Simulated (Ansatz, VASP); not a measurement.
Two plane-wave programs on Ga

```
Ga
1.0
     5.81899    0.00000    0.00000
    -2.90949    5.03939    0.00000
     0.00000    0.00000    4.13996
Ga
6
Cartesian
  -1.3870 4.1604 1.0350
  0.0000 1.7580 1.0350
  1.3870 4.1604 1.0350
  4.2965 0.8790 3.1050
  2.9095 3.2814 3.1050
  1.5225 0.8790 3.1050
```

Alike in both runs: functional PBE; k mesh 3 × 3 × 6; occupations gaussian, width 0.1 eV; no spin polarisation.

Ansatz relaxed the structure, and its values are those at the end. VASP's run is a single point on that final structure, the one shown.

|  | VASP | Ansatz |
| --- | --- | --- |
| version | VASP 6.6.1 | Ansatz 0.2.0 |
| potentials or method | VASP PAW PBE potentials, release 64 (Ga_d) | scalar-relativistic, plane waves, PAW |
| plane-wave cutoff (eV) | 520 | 420 |
| valence electrons in the cell | 78 | 78 |

Ansatz gave:

* gap on the k mesh at the Fermi level (eV): none
* pressure (GPa): 0.2
* rms of the force components (eV/Å): 0.008

Problem. What did VASP give for the same quantities?

Solution. gap on the k mesh at the Fermi level (eV): none; pressure (GPa): 0.3; rms of the force components (eV/Å): 0.010.

A gap of «none» marks a metal or a gap that the smearing closes. The functional is the same, so the differences come from potentials, cutoffs and numerics.

Caveats: the k mesh is coarse (spacing up to 0.42 Å⁻¹), so the values aren't converged.
